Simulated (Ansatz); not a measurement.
ZnTe (zinc blende)

```
ZnTe
1.0
    0.00000     3.08955     3.08955
    3.08955     0.00000     3.08955
    3.08955     3.08955     0.00000
Te Zn
1 1
Direct
  0.75000   0.75000   0.75000
  0.00000   0.00000   0.00000
```

In each cell atom 2 (Zn, nearest neighbour Te at 2.676 Å; its periodic images, 4.4 Å or more away, move with it) moves by s·(-0.577, 0.577, 0.577) (towards the nearest neighbour), the rest being held.

All values below come from PBE (plane waves to 420 eV, PAW, scalar-relativistic; Ansatz, an electronic-structure program). k mesh 8×8×8 (Γ-centred), Fermi-Dirac smearing 0.05 eV. Energies are smeared free energies. Spin-orbit coupling is left out, though Te is heavy. ZnTe was relaxed with its symmetry unable to fall. The zero of ΔE is the undisplaced structure.

Successive frames, forces in eV/Å:

```
frame        ΔE (meV/cell)                F on Te1                 F on Zn2
-----------  -------------  ----------------------  -----------------------
s = 0.000 Å              0   (0.000, 0.000, 0.000)    (0.000, 0.000, 0.000)
s = 0.108 Å             30  (-0.344, 0.344, 0.344)  (0.344, -0.344, -0.344)
s = 0.216 Å            138  (-0.845, 0.845, 0.845)  (0.845, -0.845, -0.845)
```

### Question
What are the energy and the forces in the next frame, s = 0.324 Å?

### Answer
ΔE (meV/cell) = 360.

```csv
atom,Fx,Fy,Fz
Te1,-1.566,1.566,1.566
Zn2,1.566,-1.566,-1.566
```

(A displaced cell: forces are minus the slopes of the energy, force constants its curvatures, and phonons follow from these.)
